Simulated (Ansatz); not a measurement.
# CdSe: pressure up to the limit of the methods

Aim: compress CdSe (rocksalt type) step by step, far beyond the usual range, and follow pressure and electronic structure. Methods of the runs shown: PAW. Its runs: cell relaxed at zero pressure (PAW); volume scaled by 1 (PAW); volume scaled by 0.94 (PAW); volume scaled by 0.88 (PAW); volume scaled by 0.8 (PAW); volume scaled by 0.72 (PAW and PAW (level accurate)); volume scaled by 0.64 (PAW); volume scaled by 0.55 (PAW and PAW (partial_waves polarizable)).

Computed with Ansatz 0.2.0 (DFT r²SCAN, with the methods named in each step, unless a step's input says otherwise).

### Step 1. Starting point

It takes space group Fm-3m (No. 225, cubic). Conventional cell: a = 5.379 Å, b = 5.379 Å, c = 5.379 Å, α = 90.00°, β = 90.00°, γ = 90.00°. Around Cd (site symmetry m-3m) lie 6 Se at 2.69 Å. Se (site symmetry m-3m) has 6 Cd at 2.69 Å as nearest neighbours.

As a file:

```xyz
2
Lattice="0.0000 2.6893 2.6893 2.6893 0.0000 2.6893 2.6893 2.6893 0.0000" Properties=species:S:1:pos:R:3 pbc="T T T"
Cd    0.0000    0.0000    0.0000
Se    2.6893    2.6893    2.6893
```

Whether this phase is the stable one at these pressures isn't tested.

Atoms are numbered in the order of the input: Cd1, Se2.

### Step 2. Cell relaxed at zero pressure, PAW

File input.yaml:

```yaml
crystal:
  lattice:
    - [0.0, 2.6892810254, 2.6892810254]
    - [2.6892810254, 0.0, 2.6892810254]
    - [2.6892810254, 2.6892810254, 0.0]
  atoms:
    - { symbol: Cd, position: [0.0, 0.0, 0.0] }
    - { symbol: Se, position: [0.5, 0.5, 0.5] }
kpoints:
  mp_grid: { grid: [12, 12, 12] }
scf:
  occupations: { method: fermi_dirac, width: 0.05 }
hamiltonian:
  xc: r2scan
  pseudopotentials: { kind: paw }
output:
  forces: true
  stress: true
relax:
  f_tol: 0.005
  max_steps: 40
  cell: {}
```

Launch:

```console
ansatz run input.yaml --threads 1 --pin off --max-ram 2048MiB --backend cpu --events-out ev --progress --plain --runs-dir out
```

After this run come: Volume scaled by 1, PAW; Volume scaled by 0.94, PAW; Volume scaled by 0.88, PAW; Volume scaled by 0.8, PAW; Volume scaled by 0.72, PAW; Volume scaled by 0.72, PAW (level accurate); Volume scaled by 0.64, PAW; Volume scaled by 0.55, PAW; Volume scaled by 0.55, PAW (partial_waves polarizable).

Q: Predict the outcome of this session. Wanted: PAW pressure at 0.55 of the volume; PAW; fitted bulk modulus at zero pressure.

**Answer**, as computed:

| quantity | value |
| --- | --- |
| PAW pressure at 0.55 of the volume | 167.8 GPa |
| PAW (partial_waves polarizable) pressure at 0.55 of the volume | 167.8 GPa |
| fitted bulk modulus at zero pressure (PAW) | 71 GPa |
| its pressure derivative | 4.51 |

In words: By PAW the pressure climbs to 168 GPa at 0.55 of the first volume. One third-order Birch-Murnaghan curve follows these points (B₀ = 71 GPa, B′ = 4.51, misfit at most 0.14 GPa). A fit over so wide a range leans to the high pressures, so B₀ can be off by several per cent. No all-electron run checks these rows here, and frozen cores can fail under such compression. The ions are at rest, and the electrons smeared by 0.05 eV.
